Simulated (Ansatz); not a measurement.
Ru (bcc)

The computed numbers are results of r²SCAN, scalar-relativistic (no spin polarisation) in the plane-wave PAW code Ansatz at 500 eV, Γ-centred 20×20×20 mesh, 0.05 eV Gaussian smearing; PAW files: Ansatz's generated set soft_2.

```
CELL_PARAMETERS angstrom
-1.51575 1.51575 1.51575
1.51575 -1.51575 1.51575
1.51575 1.51575 -1.51575
ATOMIC_POSITIONS crystal
Ru 0.00000 0.00000 0.00000
```

At room temperature and ambient pressure Ru is hcp.

Which orbitals carry the states at the Fermi level, and how many states are there?

Within 0.1 eV of it: Ru 4d 99 % (shares among the projected shells). The density of states at the Fermi level is about 1.8 states/eV per cell, averaged over 0.3 eV.

Density of states (tetrahedra, averaged over 0.5 eV; states/eV per cell of 1 atom; energy in eV from the Fermi level):

```
E (eV)   DOS
 -5.60  1.38
 -5.10  1.44
 -4.60  1.56
 -4.10  1.64
 -3.60  0.98
 -3.10  1.79
 -2.60  0.83
 -2.10  0.61
 -1.60  0.66
 -1.10  1.10
 -0.60  1.55
 -0.10  1.75
  0.40  2.12
  0.90  1.09
  1.40  0.82
  1.90  0.61
  2.40  0.27
  2.90  0.24
  3.40  0.23
  3.90  0.23
  4.40  0.23
  4.90  0.22
```
